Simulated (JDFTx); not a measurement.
A run of JDFTx 1.7.0 (patched build) is set up as follows.

The input FeO.in:

```
lattice \
    4.9368521096     0.0000000000     0.0000000000 \
    0.0000000000     4.9368521096     0.0000000000 \
    0.0000000000     0.0000000000     4.9368521096
coords-type Lattice
ion Fe     0.0125980000     0.0026840000    -0.0035830000 1
ion O      0.4841330000     0.5022170000     0.5003560000 1

ion-species pseudo/Fe.upf
ion-species pseudo/O.upf
elec-cutoff 45 360
elec-ex-corr gga-PBE
kpoint-folding 10 10 10
elec-smearing Fermi 0.0018374661
elec-n-bands 19
spintype z-spin
initial-magnetic-moments Fe 3
elec-initial-magnetization 3 no
electronic-SCF nIterations 100 energyDiffThreshold 1e-09
electronic-minimize nIterations 30 energyDiffThreshold 1e-7
converge-empty-states yes
forces-output-coords Cartesian

dump-name run.$VAR
dump End Ecomponents EigStats BandEigs Kpoints Forces Stress
```

Potentials or basis: PseudoDojo-SR-PBE-0.5-standard with smoothed tails.

The run is started by

```sh
$ jdftx -c 1 -i FeO.in -o FeO.out
```

Task: Estimate the site moments.

Result: Fe +3.56; O +0.45 μB.

Task: What does it give for the pressure?

Result: 9.0 GPa.

Task: What does it give for the band gap on the k mesh?

Result: None (metal or under the smearing width).

Task: What does it give for the Loewdin charges?

Result: Fe +1.11; O -0.98 e.

Stress tensor (GPa, compression positive):
```
 9.00  0.02 -0.17
 0.02  8.97  0.00
-0.17  0.00  8.97
```

Caveat: a cell with one magnetic atom can't hold antiferromagnetic order, which such compounds often take; semilocal functionals often make such compounds metallic where correlation or magnetic order opens a gap, which also shifts bond lengths.
